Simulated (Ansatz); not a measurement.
# Te2Pt (Moncheite) (P-3m1) in Ansatz: further runs

The runs below take Te2Pt (Moncheite) through single point, with HSE06 form with a typed share of exact exchange.

Program: Ansatz 0.2.0. These are calculated values, not measurements. Logs are shortened: lines on timing, memory, paths and dates and some standing lists are left out, and cuts for length are marked.

## (1) The structure

It takes space group P-3m1 (No. 164, trigonal). The conventional cell has a = 4.010 Å, b = 4.010 Å, c = 5.201 Å, α = 90.00°, β = 90.00°, γ = 120.00°. Pt (site symmetry -3m) has 6 Te at 2.66 Å as nearest neighbours. Te (site symmetry 3m) has 3 Pt at 2.66 Å as nearest neighbours.

## (2) Single point, HSE06 form with a typed share of exact exchange

Contents of input.yaml:

```yaml
crystal:
  lattice:
    - [4.01, 0.0, 0.0]
    - [-2.005, 3.4727618692, 0.0]
    - [0.0, 0.0, 5.201]
  atoms:
    - { symbol: Pt, position: [0.0, 0.0, 0.0] }
    - { symbol: Te, position: [0.6666666667, 0.3333333333, 0.75] }
    - { symbol: Te, position: [0.3333333333, 0.6666666667, 0.25] }
hamiltonian:
  xc: { exchange: pbe, correlation: pbe, exx: { coeff: 0.25, omega: 0.4 } }
  pseudopotentials: { kind: paw }
kpoints:
  mp_grid: { grid: [4, 4, 3] }
scf:
  occupations: { method: fermi_dirac, width: 0.05 }
output:
  forces: true
  stress: true
  eigenvalues: true
```

Potentials or basis: Ansatz PAW.

Started as:

```bash
ansatz run input.yaml --threads 2 --pin off --max-ram 5632MiB --backend cpu --events-out ev --progress --plain --runs-dir out
```

The log of the run:

```text
Warning: output.stress: scf.convergence.dr2_threshold = 1e-7 eV (the SCF's general default) is looser than the 3e-10 eV advised for a printed stress (1e-10 eV for each atom of the cell: 3). What an SCF threshold leaves in a stress goes as its square root, and in the free energy as the threshold itself, and one threshold admits the most on a small cell: of the crystals measured, under no hybrid functional and no lock of the moments, on runs that ended without the residual-converged pass, on stresses that held no estimate of that error, the worst erred by over 100 MPa in a component at 1e-7 eV an atom and by under 5 at 1e-10. Set scf.convergence.dr2_threshold to 3e-10 eV or tighter. The threshold is an SCF's pass mark: one that does not reach it within its budget of iterations ends unconverged, or closes short of it on a stop that the run arms, and scf.convergence.dr2_threshold's page says what that costs each kind of run
Warning: output.stress: scf.exx.energy_threshold = 1e-6 eV is looser than the 3e-8 eV advised for a stress under a hybrid functional (1e-8 eV for each atom of the cell: 3). Every SCF of the exchange loop can meet its threshold on dr2 while the loop round them stops early: no threshold on dr2 bounds what that leaves in the stress. Set scf.exx.energy_threshold to 3e-8 eV or tighter. The threshold is the loop's pass mark: a loop that does not reach it within its budget of cycles ends unconverged, and scf.exx.energy_threshold's page has the law
Warning: RAYON_NUM_THREADS=2 ignored (pool sized by the plan → 2); use --threads N
Engine: ansatz 0.2.0, x86_64-unknown-linux-gnu
Pseudopotentials: kind: paw
Pseudopotential: Pt, paw, valence charge 18, recommended cutoff 420 eV (normal), Pt.paw.azcp
Pseudopotential: Te, paw, valence charge 16, recommended cutoff 420 eV (normal), Te.paw.azcp
Functional definition: unnamed
  parameter a_1 = 0.25
  parameter omega_1 = 0.4/angstrom
  exchange = pbe_x + (-a_1)*pbe_x_sr(omega_1) + a_1*exact_x_sr(omega_1)
  correlation = pbe_c
Crystal: 3 atoms, lattice volume = 72.428 Å³
Basis set: ecut = 420 eV, 1409 PW (Γ), exchange–correlation on 54×54×72 points (8 copies of the dense FFT grid, shifted against one another)
Bands: 30, of which v1, the nominal top of the filled ones, is band 25 counted from 1 (24 counted from 0)
Symmetry: 12 space group operations
Space group: P-3m1 (ITA 164), of the structure as read, at distance tolerance 4.2e-5 Å
k-points: 9 of 48
Non-local potential: Pt, projectors of the file, l = 0: 3, l = 1: 2, l = 2: 2, l = 3: 1
Non-local potential: Te, projectors of the file, l = 0: 2, l = 1: 2, l = 2: 2, l = 3: 2
PAW form: soft (Blöchl's): semilocal exchange-correlation on the pseudo side does not see the compensation charge
PAW frozen core: Pt, regenerated for the run's functional, and the local potential with it (the file was generated under x = pbe(κ = 0.804, μ = 0.2195149727645171), c = pbe(β = 0.06672455060314922))
PAW frozen core: Te, regenerated for the run's functional, and the local potential with it (the file was generated under x = pbe(κ = 0.804, μ = 0.2195149727645171), c = pbe(β = 0.06672455060314922))
PAW one-centre angular grid: Pt, 590 points (default); XC on 64 Gauss nodes
PAW one-centre angular grid: Te, 590 points (default); XC on 64 Gauss nodes
Initial density: superposition of atomic densities (neutral atoms: chi_scale 0, normalization atom), corrected by the library's trained network
Initial wavefunctions: pseudopotential atomic-orbital guess
Functional: x = pbe(κ = 0.804, μ = 0.2195149727645171), c = pbe(β = 0.06672455060314922), warm-up for x = pbe(κ = 0.804, μ = 0.2195149727645171) + 0.25 (exact − pbe) at short range (hse, ω = 0.4 Å⁻¹), c = pbe(β = 0.06672455060314922)
SCF iter   1: F=—  HF=-26484.043050 eV  |F-HF|=—  |Δ(HF+E_count)|=         —  Δρ=6.03e-3  dr2=3.25e-2  ethr=1.77e-3  ⟨swp⟩=8.7  Hψ=1121  notcnv=0
preconditioner: auto → none  [insulator: Δε(μ)=0.659 eV  Ē_g=9.218 eV  σ=0.050 eV  W_gap=0.85  n_scr=22 (ndim 8)  ℏωp=20.5 eV  f_vac=0.015  D(μ)=0.72/eV (n_scr^D=2)]
SCF iter   2: F=—  HF=-26484.039993 eV  |F-HF|=—  |Δ(HF+E_count)|=   3.06e-3  Δρ=4.52e-3  dr2=2.49e-2  ethr=6.50e-5  ⟨swp⟩=4.4  Hψ=739  notcnv=0  defer=4
iter 3 solved again at ethr=4.89e-6 eV; its pass at ethr=4.99e-5 eV (dr2=2.44e-3 eV) is discarded
SCF iter   3: F=—  HF=-26484.035743 eV  |F-HF|=—  |Δ(HF+E_count)|=   4.25e-3  Δρ=1.69e-3  dr2=2.47e-3  ethr=4.89e-6  ⟨swp⟩=2.0  Hψ=1128  notcnv=0
SCF iter   4: F=—  HF=-26484.035425 eV  |F-HF|=—  |Δ(HF+E_count)|=   3.18e-4  Δρ=7.37e-4  dr2=1.30e-4  ethr=4.89e-6  ⟨swp⟩=3.0  Hψ=530  notcnv=0
SCF iter   5: F=—  HF=-26484.035557 eV  |F-HF|=—  |Δ(HF+E_count)|=   1.32e-4  Δρ=1.43e-4  dr2=7.18e-6  ethr=2.59e-7  ⟨swp⟩=3.4  Hψ=596  notcnv=0  defer=1
SCF iter   6: F=—  HF=-26484.035565 eV  |F-HF|=—  |Δ(HF+E_count)|=   7.96e-6  Δρ=3.56e-5  dr2=6.91e-7  ethr=1.44e-8  ⟨swp⟩=3.2  Hψ=687  notcnv=0  defer=1
SCF iter   7: F=—  HF=-26484.035566 eV  |F-HF|=—  |Δ(HF+E_count)|=   7.07e-7  Δρ=1.14e-5  dr2=1.63e-7  ethr=1.38e-9  ⟨swp⟩=4.1  Hψ=705  notcnv=0  defer=1
SCF iter   8: F=—  HF=-26484.035566 eV  |F-HF|=—  |Δ(HF+E_count)|=   3.06e-8  Δρ=3.21e-6  dr2=1.55e-8  ethr=3.27e-10  ⟨swp⟩=3.0  Hψ=559  notcnv=0
SCF iter   9: F=-26484.035566 eV  HF=-26484.035566 eV  |F-HF|=1.02e-10  |Δ(HF+E_count)|=   2.22e-9  Δρ=4.28e-7  dr2=1.30e-10  ethr=3.09e-11  ⟨swp⟩=3.8  Hψ=684  notcnv=0
SCF 1 converged in 9 iterations: F = -26484.035566 eV  dr2 = 1.30e-10
Initial density: handed on by an earlier stage of this run
Initial wavefunctions: those handed on with the density
Functional: x = pbe(κ = 0.804, μ = 0.2195149727645171) + 0.25 (exact − pbe) at short range (hse, ω = 0.4 Å⁻¹), c = pbe(β = 0.06672455060314922)
Exchange kernel: α = 0.2500, screened, ω = 0.4000 Å⁻¹, Wigner–Seitz truncation, v(0) = 282.7358 eV·Å³, q-mesh 4×4×3, nearest image of the exchange supercell L = 15.60 Å, pair-density grid 18×18×24, without the augmentation charges, whose exchange is taken in its separable form by FFT convolution over the k-point mesh (sized by the pseudopotential files, 24×24×36 at the most), smooth part of the exact exchange by density-matrix convolution
Frozen-core exchange: fock
iter 1 solved again at ethr=9.91e-5 eV; its pass at ethr=1.00e-1 eV (dr2=4.95e-2 eV) is discarded
SCF iter   1: F=—  HF=-26495.195826 eV  |F-HF|=—  |Δ(HF+E_count)|=         —  Δρ=6.84e-3  dr2=5.78e-2  ethr=9.91e-5  ⟨swp⟩=3.8  Hψ=1176  notcnv=0
preconditioner: auto → none  [insulator: Δε(μ)=0.687 eV  Ē_g=10.102 eV  σ=0.050 eV  W_gap=0.86  n_scr=22 (ndim 8)  ℏωp=20.5 eV  f_vac=0.013  D(μ)=0.73/eV (n_scr^D=2)]
SCF iter   2: F=—  HF=-26495.201070 eV  |F-HF|=—  |Δ(HF+E_count)|=   5.24e-3  Δρ=8.43e-3  dr2=9.34e-2  ethr=9.91e-5  ⟨swp⟩=3.8  Hψ=699  notcnv=0
SCF iter   3: F=—  HF=-26495.184400 eV  |F-HF|=—  |Δ(HF+E_count)|=   1.67e-2  Δρ=2.79e-3  dr2=3.67e-3  ethr=9.91e-5  ⟨swp⟩=3.0  Hψ=624  notcnv=0
SCF iter   4: F=—  HF=-26495.188400 eV  |F-HF|=—  |Δ(HF+E_count)|=   4.00e-3  Δρ=7.92e-4  dr2=2.79e-4  ethr=6.57e-6  ⟨swp⟩=3.6  Hψ=623  notcnv=0
SCF iter   5: F=—  HF=-26495.188343 eV  |F-HF|=—  |Δ(HF+E_count)|=   5.71e-5  Δρ=1.86e-4  dr2=2.51e-5  ethr=4.86e-7  ⟨swp⟩=3.2  Hψ=576  notcnv=0
SCF iter   6: F=—  HF=-26495.188484 eV  |F-HF|=—  |Δ(HF+E_count)|=   1.41e-4  Δρ=1.99e-4  dr2=3.93e-5  ethr=2.38e-8  ⟨swp⟩=4.2  Hψ=857  notcnv=0
SCF iter   7: F=-26495.188475 eV  HF=-26495.188475 eV  |F-HF|=2.20e-7  |Δ(HF+E_count)|=   8.67e-6  Δρ=1.82e-5  dr2=5.30e-7  ethr=2.38e-8  ⟨swp⟩=3.2  Hψ=608  notcnv=0
SCF 2 stopped early in 7 iterations: F = -26495.188475 eV  dr2 = 5.30e-7
  Residual-converged pass: ⟨swp⟩=4.0  Hψ=800  notcnv=0  max |occ|·‖R‖ = 5.7e-6 eV (tolerance 6.7e-6 eV)  dr2=5.13e-7  dr2_onsite=2.90e-8  max |Δocc| = 2.9e-10
hybrid outer 1: dexx = +5.440e-3 eV, tail = 8.82e-5 eV
Exchange kernel: α = 0.2500, screened, ω = 0.4000 Å⁻¹, Wigner–Seitz truncation, v(0) = 282.7358 eV·Å³, q-mesh 4×4×3, nearest image of the exchange supercell L = 15.60 Å, pair-density grid 18×18×24, without the augmentation charges, whose exchange is taken in its separable form by FFT convolution over the k-point mesh (sized by the pseudopotential files, 24×24×36 at the most), smooth part of the exact exchange by density-matrix convolution
Frozen-core exchange: fock
SCF iter   1: F=—  HF=-26495.188520 eV  |F-HF|=—  |Δ(HF+E_count)|=         —  Δρ=6.52e-5  dr2=1.98e-6  ethr=8.82e-7  ⟨swp⟩=3.7  Hψ=575  notcnv=0
preconditioner: auto → none  [insulator: Δε(μ)=0.704 eV  Ē_g=10.071 eV  σ=0.050 eV  W_gap=0.85  n_scr=22 (ndim 8)  ℏωp=20.5 eV  f_vac=0.013  D(μ)=0.72/eV (n_scr^D=2)]
SCF iter   2: F=—  HF=-26495.188520 eV  |F-HF|=—  |Δ(HF+E_count)|=   1.71e-7  Δρ=2.61e-5  dr2=2.14e-7  ethr=3.19e-9  ⟨swp⟩=3.8  Hψ=725  notcnv=0
SCF iter   3: F=—  HF=-26495.188520 eV  |F-HF|=—  |Δ(HF+E_count)|=   3.05e-7  Δρ=1.02e-5  dr2=9.73e-8  ethr=3.22e-10  ⟨swp⟩=3.9  Hψ=765  notcnv=0
SCF iter   4: F=—  HF=-26495.188520 eV  |F-HF|=—  |Δ(HF+E_count)|=   3.14e-8  Δρ=2.20e-6  dr2=3.74e-9  ethr=1.82e-10  ⟨swp⟩=3.6  Hψ=657  notcnv=0
SCF iter   5: F=-26495.188520 eV  HF=-26495.188520 eV  |F-HF|=7.28e-11  |Δ(HF+E_count)|=   4.04e-9  Δρ=6.84e-7  dr2=1.86e-10  ethr=6.62e-12  ⟨swp⟩=4.1  Hψ=759  notcnv=0  defer=2
SCF 3 converged in 5 iterations: F = -26495.188520 eV  dr2 = 1.86e-10
  Residual-converged pass: ⟨swp⟩=3.4  Hψ=719  notcnv=0  max |occ|·‖R‖ = 2.5e-7 eV (tolerance 2.7e-7 eV)  dr2=1.88e-10  dr2_onsite=2.08e-11  max |Δocc| = 2.3e-13
hybrid outer 2: dexx = +5.457e-7 eV, tail = 1.65e-8 eV, Δε = 1.80e-3 eV (about 4.59e-5 eV left of the loop's levels), ΔF = 5.64e-3 eV/Å (tail 6.86e-4)
hybrid SCF converged: 2 outer / 12 inner (+9 warm-up), last move |dexx| = 5.46e-7 eV, tail = 1.65e-8 eV
Stability not checked: this state was not tested for a lower state beside it, because the functional holds exact exchange (a hybrid, or Hartree-Fock), whose exchange loop this test does not read (fock_operator; see scf.lower_state_search)
Free energy (F): -26495.188520 eV
Frozen-core exchange: fock
Harris-Foulkes:  -26495.188520 eV  (|F-HF|=7.28e-11)
Internal energy: -26495.182167 eV  (E = F + TS)
E sigma→0 (E₀):  -26495.185343 eV
Entropy (-TS):   -0.006353 eV (-2.118 meV/atom)
Fermi energy:    14.159445 eV
--- Per-component energies (eV) ---
  E_band       = -781.057342
  E_kinetic    = 1003.393763
  E_local      = -4535.857984  (includes V_loc(G=0)·N_el)
  E_nonlocal   = -422.832165
  E_hartree    = 2416.767871
  E_xc         = -423.524648
  E_vxc        = -420.464818  (∫ρ·V_xc dr)
  E_exx        = -137.255865  (= α·E_x^exact, valence–valence)
  E_paw        = -18742.463035  (= ΣΔE_a)
  E_vpaw       = -964.319567  (= ΣTr[D̂ρ^β])
  E_aug_tail   = -0.000144  (compensation charges beyond the density's cutoff)
  E_ewald      = -5650.971506
  E_core_change = -2.438454  (= ΣΔE_core)
  E_smearing   = -0.006353  (= −TS)
  E_closure    = -0.000000  (closes the sum)
  Σ components = -26495.188520   (vs F -26495.188520, Δ=3.64e-12)
--- Forces (eV/Å), atoms counted from 1 ---
  atom   1  Pt     0.00000000     0.00000000     0.00000000
  atom   2  Te    -0.00000000    -0.00000000    -0.53881228
  atom   3  Te     0.00000000     0.00000000     0.53881228
  max |Σ_I F_I| component: 4.21e-30 eV/Å
--- Stress (GPa, compression-positive) ---
        6.250126      -0.000000      -0.000000
       -0.000000       6.250126       0.000000
       -0.000000       0.000000       4.560034
  P = ⅓ Tr σ = 5.6868 GPa (56.868 kbar)
--- Band table (eV; the first three rows and the last of 9) ---
  k-point 0: bands = ["-89.5440", "-42.5204", "-42.5204", "-42.4247", "-26.0290", "-26.0290", "-26.0194", "-26.0194", "-26.0151", "-26.0151", "-26.0011", "-25.9966", "-25.9938", "-25.9938", "-1.4617", "2.4756", "6.4074", "7.2632", "7.2632", "9.2731", "9.2731", "10.7007", "13.3134", "13.3134", "15.2650", "15.2650", "15.5096", "16.8927", "18.9163", "20.2416"]
  k-point 1: bands = ["-89.5440", "-42.5204", "-42.5204", "-42.4248", "-26.0271", "-26.0271", "-26.0215", "-26.0215", "-26.0121", "-26.0121", "-25.9999", "-25.9976", "-25.9966", "-25.9966", "-0.9657", "1.1238", "7.3248", "7.3248", "7.9903", "9.2430", "9.2430", "11.0780", "12.8326", "12.8326", "13.4533", "16.1505", "16.1505", "17.7631", "19.5892", "19.5892"]
  k-point 2: bands = ["-89.5440", "-42.5214", "-42.5205", "-42.4244", "-26.0268", "-26.0261", "-26.0222", "-26.0182", "-26.0148", "-26.0146", "-25.9985", "-25.9982", "-25.9946", "-25.9930", "-0.7138", "2.0164", "7.1500", "7.6687", "7.7407", "8.6835", "9.0569", "9.9598", "11.1569", "11.8183", "12.9248", "15.5578", "16.2170", "17.9272", "20.2000", "20.9645"]
  k-point 8: bands = ["-89.5441", "-42.5219", "-42.5210", "-42.4241", "-26.0278", "-26.0239", "-26.0200", "-26.0172", "-26.0131", "-26.0107", "-26.0066", "-25.9975", "-25.9928", "-25.9923", "0.7444", "1.2711", "6.8360", "7.0559", "8.0630", "8.7375", "9.1024", "9.5792", "10.2674", "11.2224", "11.5345", "14.9972", "16.4074", "19.3213", "20.3765", "20.8983"]
```

It took 12 s on 2 threads of Intel Xeon 6975P-C (Granite Rapids), shared host; peak memory 1 GiB.

Results:

* Free energy: -26495.1885 eV
* Pressure: 5.7 GPa
* Largest force: 0.539 eV/Å
* Band gap on the k mesh: none (metal or under the smearing width)

Forces on the atoms (eV/Å):
```
Pt   0.000  0.000  0.000
Te   0.000  0.000 -0.539
Te   0.000  0.000  0.539
```

Caveat: the k mesh is coarse (spacing up to 0.45 Å⁻¹), so the values aren't converged, least of all with exact exchange; the PAW data sets come from PBE, with cores solved anew for the run's functional, which leaves a small shift of forces and pressure; the thresholds are loose for stress.

## (3) Single point, HSE06 form with a typed share of exact exchange

input.yaml, as its differences from that of step 2:

```diff
@@ -10,3 +10,3 @@
 hamiltonian:
-  xc: { exchange: pbe, correlation: pbe, exx: { coeff: 0.25, omega: 0.4 } }
+  xc: { exchange: pbe, correlation: pbe, exx: { coeff: 0.25, omega: 0.6 } }
   pseudopotentials: { kind: paw }
@@ -20 +20,5 @@
   eigenvalues: true
+  write_density: true
+  write_potential: true
+  elf: true
+  volumetric_format: npy
```

Potentials or basis: Ansatz PAW.

Started as:

```bash
ansatz run input.yaml --threads 2 --pin off --max-ram 5632MiB --backend cpu --events-out ev --progress --plain --runs-dir out
```

The log of the run:

```text
Warning: output.stress: scf.convergence.dr2_threshold = 1e-7 eV (the SCF's general default) is looser than the 3e-10 eV advised for a printed stress (1e-10 eV for each atom of the cell: 3). What an SCF threshold leaves in a stress goes as its square root, and in the free energy as the threshold itself, and one threshold admits the most on a small cell: of the crystals measured, under no hybrid functional and no lock of the moments, on runs that ended without the residual-converged pass, on stresses that held no estimate of that error, the worst erred by over 100 MPa in a component at 1e-7 eV an atom and by under 5 at 1e-10. Set scf.convergence.dr2_threshold to 3e-10 eV or tighter. The threshold is an SCF's pass mark: one that does not reach it within its budget of iterations ends unconverged, or closes short of it on a stop that the run arms, and scf.convergence.dr2_threshold's page says what that costs each kind of run
Warning: output.stress: scf.exx.energy_threshold = 1e-6 eV is looser than the 3e-8 eV advised for a stress under a hybrid functional (1e-8 eV for each atom of the cell: 3). Every SCF of the exchange loop can meet its threshold on dr2 while the loop round them stops early: no threshold on dr2 bounds what that leaves in the stress. Set scf.exx.energy_threshold to 3e-8 eV or tighter. The threshold is the loop's pass mark: a loop that does not reach it within its budget of cycles ends unconverged, and scf.exx.energy_threshold's page has the law
[... 107 lines left out ...]
  k-point 2: bands = ["-89.1119", "-42.1130", "-42.1116", "-42.0180", "-25.6532", "-25.6520", "-25.6479", "-25.6439", "-25.6416", "-25.6412", "-25.6269", "-25.6267", "-25.6233", "-25.6213", "-0.3052", "2.3282", "7.4113", "7.9039", "7.9883", "8.8882", "9.3065", "10.1603", "11.3355", "11.9497", "12.9920", "15.5336", "16.1786", "17.8569", "20.0835", "20.8640"]
  k-point 8: bands = ["-89.1119", "-42.1143", "-42.1128", "-42.0178", "-25.6536", "-25.6500", "-25.6459", "-25.6430", "-25.6402", "-25.6381", "-25.6342", "-25.6255", "-25.6216", "-25.6212", "1.1013", "1.6088", "7.0886", "7.3190", "8.2781", "8.9642", "9.3136", "9.8281", "10.4633", "11.3608", "11.6788", "14.9784", "16.3599", "19.2017", "20.2814", "20.8012"]
```

rho_z.tsv:

```text
# z_ang	rho[e/angstrom^3]
# format = ansatz-planar-average/11
# lattice	4.010000000	0.000000000	0.000000000
# lattice	-2.005000000	3.472761869	0.000000000
# lattice	0.000000000	0.000000000	5.201000000
# sites	3
# site	78	0.000000000	0.000000000	0.000000000
# site	52	2.005000000	1.157587290	3.900750000
# site	52	0.000000000	2.315174579	1.300250000
0.000000	1.244525e0
0.144472	1.189767e0
0.288944	1.047649e0
0.433417	8.649329e-1
0.577889	7.057084e-1
0.722361	6.498242e-1
[... 28 lines left out ...]
4.912056	1.047649e0
5.056528	1.189767e0
```

It took 13 s on 2 threads of Intel Xeon 6975P-C (Granite Rapids), shared host; peak memory 1 GiB.

What came out:

- Free energy: -26494.9183 eV
- Pressure: 6.5 GPa
- Largest force: 0.616 eV/Å
- Band gap on the k mesh: none (metal or under the smearing width)

Forces on the atoms (eV/Å):
```
Pt   0.000  0.000  0.000
Te   0.000  0.000 -0.616
Te   0.000  0.000  0.616
```

Stress tensor (GPa, compression positive):
```
7.22 0.00 0.00
0.00 7.22 0.00
0.00 0.00 5.18
```

Levels at points of the mesh, in eV from the Fermi level:
```tsv
k point	band 21	band 22	band 23	band 24	band 25	band 26	band 27	band 28	band 29	band 30
(0.00, 0.00, 0.00)	-4.64	-3.25	-0.75	-0.75	1.11	1.11	1.35	2.71	4.65	5.99
(0.00, -0.50, 0.00)	-4.30	-4.23	-3.88	-3.77	-3.27	0.16	2.65	3.76	5.43	5.90
```

Caveat: the k mesh is coarse (spacing up to 0.45 Å⁻¹), so the values aren't converged, least of all with exact exchange; the PAW data sets come from PBE, with cores solved anew for the run's functional, which leaves a small shift of forces and pressure; the thresholds are loose for stress.
